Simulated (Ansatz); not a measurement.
**InSb, one structure, two calculations**

Cell: a structure deposited in the COD, ions relaxed with PBE at fixed cell.

```
CELL_PARAMETERS angstrom
5.35700 0.00000 0.00000
0.00000 5.71200 0.00000
0.00000 0.00000 3.06300
ATOMIC_POSITIONS crystal
In 0.00000 0.00000 0.17224
In 0.50000 0.50000 0.82776
Sb 0.50000 0.00000 0.71496
Sb 0.00000 0.50000 0.28504
```

Atoms are numbered from 1 in the order listed; like atoms form one site, named after its first atom.

First run. Method: Kohn–Sham DFT in Ansatz, PBE, plane waves and PAW, scalar-relativistic, 420 eV cutoff, Γ-centred 9×8×15 k-points, Fermi–Dirac smearing 0.05 eV.

```tsv
site	atom	V_zz (10²¹ V/m²)	η
In	1	-5.66	0.35
Sb	3	12.03	0.95
```

Second run. The same atoms and settings, except that spin–orbit coupling is included (fully relativistic PAW files).

Problem. What does the second run give?

Solution. 

```tsv
site	atom	V_zz	η	change of V_zz
In	1	-5.55	0.39	+0.11
Sb	3	11.87	0.97	-0.16
```

The largest change of V_zz is on Sb, from 12.03 to 11.87. In per cent, |V_zz| changes by -2 on In, -1 on Sb (all sites that start above 2).

At this cell the PBE pressure is 14 GPa, so with PBE the cell would grow if it were relaxed. The entry's cell may itself be off. With no gap above 0.1 eV, as in a metal, the gradients converge slowly in k; expect changes of a tenth or more on a denser mesh. With these PAW files V_zz is typically within 2 to 3 % of all-electron values, but misses above 10 % occur on Sb.
